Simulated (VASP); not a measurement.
Write the native input for VASP 6.6.1 that does the following.

* Task: relaxation of cell and atoms
* Functional: AM05
* Potentials or basis: VASP PAW PBE potentials, release 64 (Zn, O)
* Cutoff: 600 eV
* k mesh: 9 × 9 × 5
* Occupations: gaussian, width 0.03 eV
* Spin: no spin polarisation
* Further INCAR settings: ALGO = Normal; EDIFF = 1e-06; IBRION = 2; EDIFFG = -0.01; NSW = 90; ISIF = 3

The structure of ZnO (zincite) lies in POSCAR:

```
ZnO
1.0
    3.2493080000      0.0000000000      0.0000000000
   -1.6246540000      2.8139832727      0.0000000000
    0.0000000000      0.0000000000      5.2057090000
Zn O
2 2
Direct
    0.3333333333      0.6666666667      0.5000000000
    0.6666666667      0.3333333333      0.0000000000
    0.6666666667      0.3333333333      0.3790100000
    0.3333333333      0.6666666667      0.8790100000
```

The input as run:

INCAR

```
PREC = Accurate
ENCUT = 600
EDIFF = 1E-6
ISMEAR = 0
SIGMA = 0.03
LREAL = False
LASPH = True
NELM = 80
ALGO = Normal
ISIF = 3
LWAVE = False
LCHARG = False
GGA = AM
IBRION = 2
NSW = 90
EDIFFG = -0.01
```

KPOINTS

```
regular mesh
0
Gamma
  9 9 5
```

Potentials or basis: VASP PAW PBE potentials, release 64 (Zn, O).

Run with:

```console
$ cat potpaw_PBE.64/Zn/POTCAR potpaw_PBE.64/O/POTCAR > POTCAR
$ mpirun -np 1 vasp_std > vasp.out
```

It gave:

* Relaxed volume: 11.90 Å³/atom
* Relaxed cell: a = 3.243 Å, b = 3.243 Å, c = 5.227 Å, α = 90.00°, β = 90.00°, γ = 120.00°
* Space group after relaxing (to 0.05 Å): P6_3mc (No. 186)
* Energy gained by relaxing: 0.3 meV/atom
* Ionic steps: 11
* Pressure after relaxing: 0.0 GPa
* Largest force after relaxing: 0.008 eV/Å
* Band gap on the k mesh: 0.80 eV, direct

Caveat: the PAW data sets were made with another functional, which shifts forces and pressure a little.

Run time: 110 s on 1 thread of Intel(R) Xeon(R) 6975P-C (Granite Rapids), with other jobs on the host, peak memory 0.2 GiB.
